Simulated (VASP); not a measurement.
**Ru: work function with PBE**

Slab: Ru, a slab with vacuum.

```
Ru
1.0
     2.71935    0.00000    0.00000
    -1.35967    2.35502    0.00000
     0.00000    0.00000   27.82628
Ru
4
Direct
  0.33333 0.66667 0.38420
  0.66667 0.33333 0.45871
  0.33333 0.66667 0.53640
  0.66667 0.33333 0.61092
```

The cell was built by a generator and needn't be a form met in nature.

```
Program                : VASP 6.6.1
Task                   : work function
Functional             : PBE
Potentials or basis    : VASP PAW PBE potentials, release 64 (Ru_pv)
Cutoff                 : 520 eV
k mesh                 : 4 × 4 × 1
Occupations            : methfessel-paxton, width 0.1 eV
Spin                   : no spin polarisation
Dipole correction      : yes
Further INCAR settings : ALGO = Normal; EDIFF = 1e-06
```

```
Largest force                   : 0.296 eV/Å
Band gap on the k mesh          : none (metal or under the smearing width)
Work function of the upper face : 4.85 eV
Work function of the lower face : 4.85 eV
```

Forces on the atoms (eV/Å):
```
Ru   0.000  0.000  0.257
Ru   0.000  0.000 -0.294
Ru   0.000  0.000  0.296
Ru   0.000  0.000 -0.258
```

Levels at points of the mesh, in eV from the Fermi level:
| k point | band 24 | band 25 | band 26 | band 27 | band 28 | band 29 | band 30 | band 31 | band 32 | band 33 |
| --- | --- | --- | --- | --- | --- | --- | --- | --- | --- | --- |
| (0.00, 0.00, 0.00) | -2.08 | -2.01 | -2.01 | -1.84 | -0.87 | -0.87 | 0.01 | 0.06 | 0.06 | 0.94 |
| (0.50, 0.00, 0.00) | -1.09 | 0.10 | 0.10 | 0.98 | 1.35 | 1.40 | 1.57 | 1.99 | 2.02 | 2.35 |

It took 87 s on 1 thread of AMD EPYC 7R43 64-Core Processor (Zen 3), on a shared host, peak memory 0.22 GiB.

Caveat: the k mesh is coarse (spacing up to 0.67 Å⁻¹), so the values aren't converged.
